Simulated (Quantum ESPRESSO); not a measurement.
SiC under changes of volume

One of the cells (10.313 Å³/atom); the others are scaled copies at fixed shape and fractional positions:

```
CELL_PARAMETERS angstrom
3.07569 0.00000 0.00000
-1.53785 2.66363 0.00000
0.00000 0.00000 10.07065
ATOMIC_POSITIONS crystal
Si 0.00000 0.00000 0.18789
Si 0.00000 0.00000 0.68789
Si 0.33333 0.66667 0.43784
Si 0.66667 0.33333 0.93784
C 0.00000 0.00000 0.00046
C 0.00000 0.00000 0.50046
C 0.33333 0.66667 0.24980
C 0.66667 0.33333 0.74980
```

The cell is a database's computed one.

* Program: Quantum ESPRESSO 7.5
* Functional: PBEsol
* Potentials or basis: GBRV 1.5 PBEsol
* Cutoff: 612 eV
* Density cutoff: 4898 eV
* k mesh: 10 × 10 × 3
* Occupations: fermi-dirac, width 0.05 eV
* Spin: no spin polarisation

```csv
volume (Å³/atom),energy over the lowest point (meV/atom),pressure (GPa),gap on the mesh (eV),largest force (eV/Å)
9.694,30.63,16.0,2.13,0.027
9.900,13.62,10.3,2.12,0.019
10.107,3.63,5.1,2.12,0.012
10.313,0.00,0.4,2.12,0.005
10.519,2.14,-3.9,2.11,0.002
10.726,?,?,?,?
10.932,21.65,-11.2,2.10,0.013
```

Question: What does the run at 10.726 Å³/atom give?

Answer: Energy over the lowest point 9.53 meV/atom; pressure -7.7 GPa; gap on the mesh 2.11 eV; largest force 0.008 eV/Å.

Worked out: A Birch-Murnaghan fit of order 3 (a polynomial in V^(-2/3)) to the other rows has its minimum at 10.34 Å³/atom with B0 = V·E''(V) = 222 GPa and B' = 3.9 at fixed shape and positions, which overstates the stiffness. It gives 9.54 meV/atom at 10.726 Å³/atom, against the run's 9.53, and -dE/dV = -7.6 GPa, against -7.7. A straight line through the other rows of the gap, of slope -0.228 eV per unit of ln V, gives 2.11 eV, against the run's 2.11.

Energies are extrapolated to zero smearing.

Caveats: an odd mesh through Γ misses points on the zone boundary, where band edges often lie.
